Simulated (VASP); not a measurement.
# Ge (Fd-3m) in VASP: a series of runs

The runs below take Ge through single point, with PBEsol.

All numbers are computed with VASP 6.6.1; they aren't measurements. Logs are shortened: lines on timing, memory, paths and dates and some standing lists are left out, and cuts for length are marked.

## 1. The undisturbed crystal

Symmetry: Fd-3m, No. 227, cubic system. The conventional cell has a = 5.658 Å, b = 5.658 Å, c = 5.658 Å, α = 90.00°, β = 90.00°, γ = 90.00°. Ge (site symmetry -43m) is surrounded by 4 Ge at 2.45 Å.

## 2. Single point, PBEsol (grid = ENCUT=350 dk=0.45 cell=3x3x2 ISMEAR=0 SIGMA=0.05 LREAL=False EDIFF=1e-06)

INCAR reads:

```
SYSTEM = Ge
PREC     = Accurate       ! precision mode
ENCUT    = 350            ! plane-wave cutoff, eV
EDIFF    = 1E-6           ! SCF threshold, eV
ISMEAR   = 0              ! smearing method
SIGMA    = 0.05           ! smearing width, eV
LREAL    = .FALSE.        ! projectors in reciprocal space
LASPH    = .TRUE.         ! aspherical terms in the spheres
NELM     = 120            ! most SCF steps
ALGO     = Fast           ! electronic algorithm
ISIF     = 2              ! what is computed and relaxed
LWAVE    = .FALSE.        ! write WAVECAR
LCHARG   = .FALSE.        ! write CHGCAR
GGA      = PS             ! functional
NBANDS   = 264            ! bands
NCORE    = 1            
KPAR     = 2
```

KPOINTS reads:

```
regular mesh
0
G
  2 2 3
  0 0 0
```

POSCAR reads:

```
Ge
1.0
    0.0000000000      8.4867300000      8.4867300000
    8.4867300000      0.0000000000      8.4867300000
    5.6578200000      5.6578200000      0.0000000000
Ge
36
Direct
    0.2500000000      0.2500000000      0.3750000000
    0.2500000000      0.2500000000      0.8750000000
    0.2500000000      0.5833333333      0.3750000000
    0.2500000000      0.5833333333      0.8750000000
    0.2500000000      0.9166666667      0.3750000000
    0.2500000000      0.9166666667      0.8750000000
    0.5833333333      0.2500000000      0.3750000000
    0.5833333333      0.2500000000      0.8750000000
    0.5833333333      0.5833333333      0.3750000000
    0.5833333333      0.5833333333      0.8750000000
    0.5833333333      0.9166666667      0.3750000000
    0.5833333333      0.9166666667      0.8750000000
    0.9166666667      0.2500000000      0.3750000000
    0.9166666667      0.2500000000      0.8750000000
    0.9166666667      0.5833333333      0.3750000000
    0.9166666667      0.5833333333      0.8750000000
    0.9166666667      0.9166666667      0.3750000000
    0.9166666667      0.9166666667      0.8750000000
    0.1666666667      0.1666666667      0.2500000000
    0.1666666667      0.1666666667      0.7500000000
    0.1666666667      0.5000000000      0.2500000000
    0.1666666667      0.5000000000      0.7500000000
    0.1666666667      0.8333333333      0.2500000000
    0.1666666667      0.8333333333      0.7500000000
    0.5000000000      0.1666666667      0.2500000000
    0.5000000000      0.1666666667      0.7500000000
    0.5000000000      0.5000000000      0.2500000000
    0.5000000000      0.5000000000      0.7500000000
    0.5000000000      0.8333333333      0.2500000000
    0.5000000000      0.8333333333      0.7500000000
    0.8333333333      0.1666666667      0.2500000000
    0.8333333333      0.1666666667      0.7500000000
    0.8333333333      0.5000000000      0.2500000000
    0.8333333333      0.5000000000      0.7500000000
    0.8333333333      0.8333333333      0.2500000000
    0.8333333333      0.8333333333      0.7500000000
```

Potentials or basis: VASP PAW PBE potentials, release 64 (Ge_d).

On the command line:

```sh
$ cat potpaw_PBE.64/Ge_d/POTCAR > POTCAR
$ mpirun -np 4 vasp_std > vasp.out
```

OUTCAR:

```text
SYSTEM = Ge
   PREC = Accurate
   ENCUT = 350
   EDIFF = 1E-6
   ISMEAR = 0
   LREAL = .FALSE.
   LASPH = .TRUE.
   NELM = 120
   ISIF = 2
   GGA = PS

 Found      6 irreducible k-points:

 Following reciprocal coordinates:
            Coordinates               Weight
  0.000000  0.000000  0.000000      1.000000
  0.500000  0.000000  0.000000      2.000000
  0.500000  0.500000  0.000000      1.000000
  0.000000  0.000000  0.333333      2.000000
  0.500000  0.000000  0.333333      4.000000
  0.500000  0.500000  0.333333      2.000000
   k-points           NKPTS =      6   k-points in BZ     NKDIM =      6   number of bands    NBANDS=    264
   number of dos      NEDOS =    301   number of ions     NIONS =     36
   total plane-waves  NPLWV = 320000
   dimension x,y,z NGX =    80 NGY =   80 NGZ =   50
   dimension x,y,z NGXF=   160 NGYF=  160 NGZF=  100
   ions per type =              36
   NGX,Y,Z   is equivalent  to a cutoff of  11.08, 11.08, 10.39 a.u.
   NGXF,Y,Z  is equivalent  to a cutoff of  22.16, 22.16, 20.78 a.u.
 SYSTEM =  Ge
   PREC   = accura    normal or accurate (medium, high low for compatibility)
   ISTART =      0    job   : 0-new  1-cont  2-samecut
   ICHARG =      2    charge: 1-file 2-atom 10-const
   ISPIN  =      1    spin polarized calculation?
   LNONCOLLINEAR =      F non collinear calculations
   LSORBIT =      F    spin-orbit coupling
   LASPH  =      T    aspherical Exc in radial PAW
   ENCUT  =  350.0 eV  25.72 Ry    5.07 a.u.  18.31 18.31 12.21*2*pi/ulx,y,z
   NELM   =    120;   NELMIN=  2; NELMDL= -5     # of ELM steps
   EDIFF  = 0.1E-05   stopping-criterion for ELM
   LREAL  =      F    real-space projection
   EDIFFG = 0.1E-04   stopping-criterion for IOM
   NSW    =      0    number of steps for IOM
   IBRION =     -1    ionic relax: 0-MD 1-quasi-New 2-CG
   NFREE  =      0    steps in history (QN), initial steepest desc. (CG)
   ISIF   =      2    stress and relaxation
   ISYM   =      2    0-nonsym 1-usesym 2-fastsym
   POTIM  = 0.5000    time-step for ionic-motion
   TEBEG  =    0.0;   TEEND  =   0.0 temperature during run
   PSTRESS=    0.0 pullay stress
   NELECT =     504.0000    total number of electrons
   NUPDOWN=      -1.0000    fix difference up-down
   EMIN   =  10.00;   EMAX   =-10.00  energy-range for DOS
   EFERMI =   0.00;   METHOD = LEGACY
   ISMEAR =     0;   SIGMA  =   0.05  broadening in eV -4-tet -1-fermi 0-gaus
   EFERMI_NEDOS =   21; number of points for ismear=-14 and -15
   IALGO  =     68    algorithm
   IMIX   =      4    mixing-type and parameters
     AMIX     =   0.40;   BMIX     =  1.00
     AMIX_MAG =   1.60;   BMIX_MAG =  1.00
  volume/ion in A,a.u.               =      22.64       152.78
  Fermi-wavevector in a.u.,A,eV,Ry     =   1.394756  2.635708 26.468033  1.945346
  Thomas-Fermi vector in A             =   2.518275
   LORBIT       =      0    0 simple, 1 ext, 2 COOP (PROOUT), +10 PAW based schemes
   GGA     = PS    functional components
   LHFCALC =     F    Hartree Fock is set to
   AEXX    =    0.0000 exact exchange contribution
   IVDW    =     0    specifies the selected vdW correction
   LEPSILON=     F    determine dielectric tensor
   LRPA    =     F    only Hartree local field effects (RPA)
 non-spin polarized calculation
 RMM-DIIS sequential band-by-band and
 Gauss-broadening in eV      SIGMA  =   0.05
  energy-cutoff  :      350.00
  volume of cell :      815.00
 maximum number of plane-waves:     12144
 NGX is ok and might be reduce to    80
   NGX = 37   NGY = 37   NGZ = 25

 number of electron     504.0000021 magnetization

 Free energy of the ion-electron system (eV)
  ---------------------------------------------------
  ext. energy  EPLUGINS =         0.00000000
  ---------------------------------------------------
  free energy    TOTEN  =      -176.92845724 eV

  energy without entropy =     -176.92075829  energy(sigma->0) =     -176.92460777

 E-fermi :   4.8927     XC(G=0): -10.1225

 val. band max:        4.8704907711   @ k =   0.0000   0.0000   0.0000
 cond. band min:       4.9917835982   @ k =   0.5000   0.5000   0.0000
 fundamental gap:      0.1212928271
 Fermi energy:         4.8927167963

 k-point     1 :       0.0000    0.0000    0.0000
  band No.  band energies     occupation
      1     -19.9236      2.00000
      2     -19.9236      2.00000
      3     -19.9212      2.00000
      4     -19.9212      2.00000
      5     -19.9152      2.00000
      6     -19.9152      2.00000
[... 256 lines left out ...]
    263       5.8522      0.00000
    264       6.2258      0.00000

 k-point     2 :       0.5000    0.0000    0.0000
  band No.  band energies     occupation
      1     -19.9165      2.00000
      2     -19.9165      2.00000
      3     -19.9165      2.00000
      4     -19.9165      2.00000
      5     -19.9152      2.00000
      6     -19.9152      2.00000
[... 256 lines left out ...]
    263       6.5445      0.00000
    264       6.5788      0.00000

 k-point     3 :       0.5000    0.5000    0.0000
  band No.  band energies     occupation
      1     -19.9212      2.00000
      2     -19.9212      2.00000
      3     -19.9152      2.00000
      4     -19.9152      2.00000
      5     -19.9152      2.00000
      6     -19.9152      2.00000
[... 256 lines left out ...]
    263       6.4657      0.00000
    264       6.5338      0.00000

 k-point     4 :       0.0000    0.0000    0.3333
  band No.  band energies     occupation
      1     -19.9236      2.00000
      2     -19.9236      2.00000
      3     -19.9236      2.00000
      4     -19.9236      2.00000
      5     -19.9236      2.00000
      6     -19.9212      2.00000
[... 256 lines left out ...]
    263       6.5488      0.00000
    264       6.6271      0.00000

 k-point     5 :       0.5000    0.0000    0.3333
  band No.  band energies     occupation
      1     -19.9212      2.00000
      2     -19.9212      2.00000
      3     -19.9212      2.00000
      4     -19.9165      2.00000
      5     -19.9165      2.00000
      6     -19.9152      2.00000
[... 256 lines left out ...]
    263       7.4948      0.00000
    264       7.5017      0.00000

 k-point     6 :       0.5000    0.5000    0.3333
  band No.  band energies     occupation
      1     -19.9212      2.00000
      2     -19.9212      2.00000
      3     -19.9165      2.00000
      4     -19.9165      2.00000
      5     -19.9165      2.00000
      6     -19.9165      2.00000
[... 256 lines left out ...]
    263       7.5127      0.00000
    264       7.5604      0.00000

------------------------ aborting loop because EDIFF is reached ----------------------------------------

  FORCE on cell =-STRESS in cart. coord.  units (eV):
  Direction    XX          YY          ZZ          XY          YZ          ZX
  --------------------------------------------------------------------------------------
  -------------------------------------------------------------------------------------
  Total        3.0354903      3.0354903      3.0348206      0.0033919      0.0018020      0.0018020
  in kB        5.9673229      5.9673229      5.9660063      0.0066681      0.0035425      0.0035424
  external PRESSURE =       5.9668840 kB  Pullay stress =       0.0000000 kB

 VOLUME and BASIS-vectors are now :
 -----------------------------------------------------------------------------
  energy-cutoff  :      350.00
  volume of cell :      815.00
      direct lattice vectors                 reciprocal lattice vectors
     0.000000000  8.486730000  8.486730000    -0.058915507  0.058915507  0.058915507
     8.486730000  0.000000000  8.486730000     0.058915507 -0.058915507  0.058915507
     5.657820000  5.657820000  0.000000000     0.088373260  0.088373260 -0.088373260

 POSITION                                       TOTAL-FORCE (eV/Angst)
 -----------------------------------------------------------------------------------
      4.24336      4.24336      4.24336         0.000014      0.000014      0.000042
      7.07227      7.07227      4.24336         0.000014      0.000014      0.000042
      7.07227      4.24336      7.07227         0.000014      0.000014      0.000042
      9.90118      7.07227      7.07227         0.000014      0.000014      0.000042
      9.90119      4.24336      9.90119         0.000014      0.000014      0.000042
     12.73010      7.07227      9.90119         0.000014      0.000014      0.000042
[... 28 lines left out ...]
      8.48673      8.48673     14.14455        -0.000014     -0.000014     -0.000042
     11.31564     11.31564     14.14455        -0.000014     -0.000014     -0.000042
 -----------------------------------------------------------------------------------
    total drift:                                0.000675      0.000675     -0.000689

  FREE ENERGIE OF THE ION-ELECTRON SYSTEM (eV)
  ---------------------------------------------------
  free  energy   TOTEN  =      -176.9284572411 eV

  energy  without entropy=     -176.9207582940  energy(sigma->0) =     -176.92460777
```

Run time: 8.8 min. Hardware: 4 MPI ranks of Intel Xeon 6975P-C (Granite Rapids), shared host; peak memory 0.59 GiB.

The run converged, but some of its settings lie outside the range that counts as converged, so its numbers aren't taken as properties of the crystal.

What came out:

* Free energy: -176.9285 eV
* Band gap on the k mesh: none (metal or under the smearing width)

Caveat: the cutoff is under 1.25 times the usual one of these potentials, so pressure, stress and relaxed cells hold a basis-set (Pulay) error; the PAW data sets were made with another functional, which shifts forces and pressure a little.

## 3. Single point, PBEsol (grid = ENCUT=350 dk=0.45 cell=3x3x2 ISMEAR=0 SIGMA=0.02 LREAL=Auto EDIFF=1e-06)

Changes to INCAR since step 2:

```diff
@@ -5,4 +5,4 @@
 ISMEAR   = 0              ! smearing method
-SIGMA    = 0.05           ! smearing width, eV
-LREAL    = .FALSE.        ! projectors in reciprocal space
+SIGMA    = 0.02           ! smearing width, eV
+LREAL    = Auto         
 LASPH    = .TRUE.         ! aspherical terms in the spheres
```

KPOINTS is that of step 2.

POSCAR is that of step 2.

Potentials or basis: VASP PAW PBE potentials, release 64 (Ge_d).

On the command line:

```sh
$ cat potpaw_PBE.64/Ge_d/POTCAR > POTCAR
$ mpirun -np 4 vasp_std > vasp.out
```

Run time: 10 min. Hardware: 4 MPI ranks of Intel Xeon 6975P-C (Granite Rapids), shared host; peak memory 0.62 GiB.

These settings aren't checked as converged: the numbers below hold their error.

What came out:

| Property | Result |
| --- | --- |
| Free energy | -176.9340 eV |
| Band gap on the k mesh | none (metal or under the smearing width) |

Caveat: the cutoff is under 1.25 times the usual one of these potentials, so pressure, stress and relaxed cells hold a basis-set (Pulay) error; the PAW data sets were made with another functional, which shifts forces and pressure a little.

(Part 1 of 2 ends here.)
